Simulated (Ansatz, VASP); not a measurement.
One calculation of Se, two programs

```
Se
1.0
     3.85051    0.00000    0.00000
    -1.92526    3.33464    0.00000
     0.00000    0.00000    7.25733
Se
4
Direct
  0.00000 0.00000 0.00000
  0.00000 0.00000 0.50000
  0.33333 0.66667 0.25000
  0.66667 0.33333 0.75000
```

Alike in both runs: task single point; functional revPBE; k mesh 11 × 11 × 5; occupations fermi-dirac, width 0.1 eV; no spin polarisation.

|  | VASP | Ansatz |
| --- | --- | --- |
| version | VASP 6.6.1 | Ansatz 0.2.0 |
| potentials or method | VASP PAW PBE potentials, release 64 (Se) | plane waves (420 eV) with PAW, scalar-relativistic |
| plane-wave cutoff (eV) | 520 | 420 |
| valence electrons in the cell | 24 | 64 |

|  | VASP | Ansatz | Ansatz less VASP |
| --- | --- | --- | --- |
| pressure (GPa) | 0.0 | 0.0 | +0.01 |
| largest component of the traceless stress (GPa) | 0.73 | 0.73 | -0.003 |

The two sets of potentials don't hold the same shells in valence.

Caveats: the PAW data sets were made with another functional, which shifts forces and pressure a little (VASP).
